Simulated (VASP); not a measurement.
Input of a VASP 6.6.1 run:

File INCAR:

```
SYSTEM = Mg
ALGO = Fast ; EDIFF = 1E-6
EDIFFG = -0.001 ; ENCUT = 600
GGA = PS ; IBRION = 2
ISIF = 3 ; ISMEAR = -1
LASPH = .True. ; LCHARG = .False.
LREAL = .False. ; LWAVE = .False.
NELM = 100 ; NSW = 80
PREC = Accurate ; SIGMA = 0.15
```

KPOINTS

```
k-points
0
Gamma
  15 15 8
  0 0 0
```

POSCAR

```
Mg
1.0
    3.1882005273      0.0000000000      0.0000000000
   -1.5941002636      2.7610626490      0.0000000000
    0.0000000000      0.0000000000      5.1084714542
Mg
2
Direct
    0.3333333333      0.6666666667      0.2500000000
    0.6666666667      0.3333333333      0.7500000000
```

Potentials or basis: VASP PAW PBE potentials, release 64 (Mg).

The run is started by

```bash
$ cat potpaw_PBE.64/Mg/POTCAR > POTCAR
$ mpirun -np 1 vasp_std > vasp.out
```

Problem. Estimate the space group after relaxing (to 0.05 Å).

Solution. P6_3/mmc (No. 194).

Problem. Estimate the band gap on the k mesh.

Solution. None (metal or under the smearing width).

Problem. Predict the relaxed volume.

Solution. 22.53 Å³/atom.

Problem. Estimate the relaxed cell.

Solution. a = 3.185 Å, b = 3.185 Å, c = 5.129 Å, α = 90.00°, β = 90.00°, γ = 120.00°.

The path:
| step | energy change (eV) | largest force (eV/Å) | pressure (GPa) | volume (Å³) |
| --- | --- | --- | --- | --- |
| 1 | 0.0000 | 0.0000 | 0.08 | 44.97 |
| 2 | -0.0001 | 0.0000 | 0.02 | 45.04 |
| 3 | -0.0001 | 0.0000 | -0.05 | 45.12 |
| 4 | -0.0001 | 0.0000 | -0.02 | 45.08 |
| 5 | -0.0001 | 0.0000 | 0.00 | 45.06 |

Caveat: the PAW data sets were made with another functional, which shifts forces and pressure a little.
